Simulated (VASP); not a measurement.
The system is KTaO3.

```
K Ta O
1.0
     3.98830    0.00000    0.00000
     0.00000    3.98830    0.00000
     0.00000    0.00000    3.98830
K Ta O
1 1 3
Direct
  0.50000 0.50000 0.50000
  0.00000 0.00000 0.00000
  0.50000 0.00000 0.00000
  0.00000 0.50000 0.00000
  0.00000 0.00000 0.50000
```

| Quantity | Value |
| --- | --- |
| Program | VASP 6.6.1 |
| Task | relaxation of cell and atoms |
| Functional | LDA |
| Potentials or basis | VASP PAW LDA potentials, release 64 (K_sv, Ta_pv, O) |
| Cutoff | 600 eV |
| k mesh | 8 × 8 × 8 |
| Occupations | gaussian, width 0.03 eV |
| Spin | no spin polarisation |

At the start: pressure -4.6 GPa; volume 12.69 Å³/atom.

Task: Where does the relaxation end?

Result: Over 3 steps the energy falls by 4.1 meV/atom and the volume is 12.41 Å³/atom (-2.2 %); space group Pm-3m (No. 221, to 0.05 Å).

Step by step:
| step | energy change (eV) | largest force (eV/Å) | pressure (GPa) | volume (Å³) |
| --- | --- | --- | --- | --- |
| 1 | 0.0000 | 0.0000 | -4.62 | 63.44 |
| 2 | 0.0210 | 0.0000 | 7.24 | 60.14 |
| 3 | -0.0207 | 0.0000 | -0.04 | 62.05 |

Final structure:
```cif
data_structure
_symmetry_space_group_name_H-M 'P 1'
_symmetry_Int_Tables_number 1
_cell_length_a 3.9589
_cell_length_b 3.9589
_cell_length_c 3.9589
_cell_angle_alpha 90.000
_cell_angle_beta 90.000
_cell_angle_gamma 90.000
_cell_volume 62.05
loop_
_atom_site_label
_atom_site_type_symbol
_atom_site_fract_x
_atom_site_fract_y
_atom_site_fract_z
_atom_site_occupancy
K1 K 0.50000 0.50000 0.50000 1
Ta1 Ta 0.00000 0.00000 0.00000 1
O1 O 0.50000 0.00000 0.00000 1
O2 O 0.00000 0.50000 0.00000 1
O3 O 0.00000 0.00000 0.50000 1
```
